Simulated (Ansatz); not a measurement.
**BN: a line through a two-coordinate scan**

The task here is to estimate one member of a computed series from the others.

Computed with Ansatz 0.2.0 (DFT LDA+D3(BJ), scalar-relativistic, plane waves, PAW, unless a step's input says otherwise).

17 further runs of the same task are left out: 17 set aside as unsound or not needed.

**The starting structure**

The structure is orthorhombic, space group Fmm2 (No. 42). Conventional cell: a = 2.485 Å, b = 6.056 Å, c = 4.291 Å, α = 90.00°, β = 90.00°, γ = 90.00°. B (site symmetry mm2) has 3 N at 1.43 Å as nearest neighbours. Around N (site symmetry mm2) lie 3 B at 1.43 Å.

As a file:

```
B N
1.0
     0.00000    3.02807    2.14558
     1.24267    0.00000    2.14558
     1.24267    3.02807    0.00000
B N
1 1
Direct
  0.00023 0.00023 0.99977
  0.66647 0.66647 0.33353
```

It goes back to an entry of the Materials Project, which need not be the stable form.

It is the result of an earlier relaxation at this level (volume 8.07 Å³/atom; gap on the mesh: 2.85 eV).

**The scan**

The energy is mapped over two homogeneous strains (x along [1 0 0], y along [0 1 0], z along [0 0 1] of the conventional cell).

- strain +e along x and -e along y: 7 values from −11.0 to 11.0 %
- strain +e along z and -e/2 along x and y: 7 values from −15 to 15 %

Relaxed at each point: the atoms inside the fixed cell. Energies count from the relaxed crystal. Points are written as (first, second).

The first run:

input.yaml reads:

```yaml
crystal:
  lattice:
    - [0.0, 3.3611546767, 2.1455754373]
    - [1.1059725716, 0.0, 2.1455754373]
    - [1.1059725716, 3.3611546767, 0.0]
  atoms:
    - { symbol: B, position: [0.0002266863, 0.0002266863, 0.9997733137] }
    - { symbol: "N", position: [0.6664733037, 0.6664733037, 0.3335266963] }
basis:
  ecutwfc: 520.0
kpoints:
  mp_grid: { grid: [12, 12, 12] }
hamiltonian:
  xc: lda
  pseudopotentials: { kind: paw, azcp: { folder: soft_1 } }
  dispersion: d3bj
scf:
  occupations: { method: gaussian, width: 0.05 }
output:
  forces: true
  stress: true
  eigenvalues: true
  write_density: true
  write_potential: true
  elf: true
  volumetric_format: npy
relax:
  adjacent_minimum: "off"
  f_tol: 0.01
  max_steps: 30
```

The run is started by

```sh
$ ansatz run input.yaml --threads 1 --pin off --max-ram 2048MiB --backend cpu --events-out ev --progress --plain --runs-dir out
```

Steps of the session up to this table: Grid point (−11.0 %, 0 %); Grid point (−7.3 %, 0 %); The run at (−3.7 %, 0 %); Grid point (0.0 %, 0 %); Point (3.7 %, 0 %); Point (11.0 %, 0 %).

One table of the session follows, with a row left open; its other results are not shown here.

| strain +e along x and -e along y (%) | energy (meV/atom) | slope (meV/atom per %) | pressure (GPa) | band gap on the k-mesh (eV) |
| --- | --- | --- | --- | --- |
| −11.0 | 386 | −76 | 55 | 2.80 |
| −7.3 | 160 | −47 | 35 | 2.93 |
| −3.7 | ? | ? | ? | ? |
| 0.0 | 0 | 0 | 0 | 2.85 |
| 3.7 | 33 | 18 | −13 | 2.50 |
| 7.3 | 125 | 32 | −24 | 2.11 |
| 11.0 | 264 | 43 | −33 | 1.64 |

Estimate the missing values for strain +e along x and -e along y (%) = −3.7.

Worked estimate for «energy (meV/atom)». A straight line through the neighbours (−7.3, 160) and (0.0, 0) gives 160 + (0 − 160) × (−3.7 − −7.3) / (0.0 − −7.3) = 81; a parabola fitted to 4 rows on both sides gives 39.

**Answer.** energy (meV/atom): 38; slope (meV/atom per %): −21; pressure (GPa): 16; band gap on the k-mesh (eV): 3.02. In «energy (meV/atom)» the line misses by +43 and the parabola by +1.

Energies count from the relaxed crystal. Rows without a step come from runs not printed here or follow by symmetry. Slopes come from the forces (and the stress, where the cell changes), not from differences of energies.

**Reading.** The lowest point of the line is at 0.0 %, 0 meV/atom from the zero. The highest point computed, at −11.0 %, lies 386 meV/atom above the lowest. This is one cut through a surface in two coordinates; it holds the lowest point sampled, which need not be a minimum. The gap on the mesh closes on part of the grid.

Caveats from the session: These are semilocal Kohn-Sham gaps, which aren't the measured quantity. Warnings in the runs' records: pseudo functional mismatch, dispersion damping borrowed, stress scf threshold loose.
